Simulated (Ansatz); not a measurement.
Cr (hcp): energy against volume

Level of theory: DFT, PBE, plane waves (420 eV) with PAW, scalar-relativistic (Ansatz 0.2.0).

The cell is scaled uniformly from the relaxed one, with fractional coordinates and shape fixed. Energies are extrapolated to zero smearing, pressures are those at the given smearing. Magnetic state: non-magnetic.

A Birch-Murnaghan fit gives V₀ = 11.91 Å³/atom, B₀ = 235 GPa, B₀′ = 4.1.

Problem. What are the energy above the minimum and the pressure at 11.440 Å³/atom?

Solution. 14.8 meV/atom and 10.51 GPa as computed.

Problem. What are the energy above the minimum and the pressure at 12.870 Å³/atom?

Solution. 49.4 meV/atom and -15.41 GPa as computed.

Problem. What are the energy above the minimum and the pressure at 13.347 Å³/atom?

Solution. 104.2 meV/atom and -21.02 GPa as computed.
